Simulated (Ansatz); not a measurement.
**Mn (hcp): energy against volume**

These are results of DFT, PBE, plane waves (420 eV) with PAW, scalar-relativistic (Ansatz 0.2.0), not measurements.

The cell is scaled uniformly from the relaxed one, with fractional coordinates and shape fixed. Energies are extrapolated to zero smearing, pressures are those at the given smearing. Magnetic state: spin not included.

A Birch-Murnaghan fit gives V₀ = 10.70 Å³/atom, B₀ = 281 GPa, B₀′ = 4.4.

(1) What are the energy above the minimum and the pressure at 9.433 Å³/atom?

(2) What are the energy above the minimum and the pressure at 11.148 Å³/atom?

(3) What are the energy above the minimum and the pressure at 11.576 Å³/atom?

## Answers

(1) 165.8 meV/atom and 47.28 GPa as computed.

(2) 15.1 meV/atom and -10.01 GPa as computed.

(3) 54.5 meV/atom and -18.09 GPa as computed.
